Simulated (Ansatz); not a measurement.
MnO2: rattling a relaxed structure

The cell was found from a structure generator's guess, not taken from experiment.

Method: Ansatz 0.2.0, DFT PBE, scalar-relativistic, plane waves, PAW. Settings: cutoff 420 eV, Γ-centred mesh 12×12×1 on the computed 3-atom cell, Gaussian smearing of 0.02 eV; collinear spin from starting moments 2.8 0.0 0.0 μB.

The cell below (3 atoms, layer group p-3m1 (No. 72)) is relaxed within its symmetry. This is a two-dimensional sheet: the third axis spans vacuum and isn't periodic.

```cif
data_structure
_symmetry_space_group_name_H-M 'P 1'
_symmetry_Int_Tables_number 1
_cell_length_a 2.8770
_cell_length_b 2.8770
_cell_length_c 28.1568
_cell_angle_alpha 90.000
_cell_angle_beta 90.000
_cell_angle_gamma 120.000
_cell_volume 201.84
loop_
_atom_site_label
_atom_site_type_symbol
_atom_site_fract_x
_atom_site_fract_y
_atom_site_fract_z
_atom_site_occupancy
Mn1 Mn 0.66667 0.33333 0.30143 1
O1 O 0.00000 0.00000 0.33534 1
O2 O 0.33333 0.66667 0.26752 1
```

For the test a repeat of it with 6 atoms (edges 5.75, 2.88 Å) was strained at random (σ = 1.5 % a component), the atoms were moved at random (σ = 0.10 Å), and all was relaxed again on a coarse 6×6×1 mesh (in the run’s order of axes) with 0.10 eV smearing, with no symmetry imposed.

No Hubbard U is applied to the 3d shell of Mn. The magnetic state reached may not be the lowest.

Question: What happens?

Answer: It returns, within 1 meV/atom of the unmoved cell on that mesh and with the same symmetry when read at 0.1 Å. So it is stable against the distortions that fit this cell and that this random move excites. Modes that don't fit the cell aren't tested.
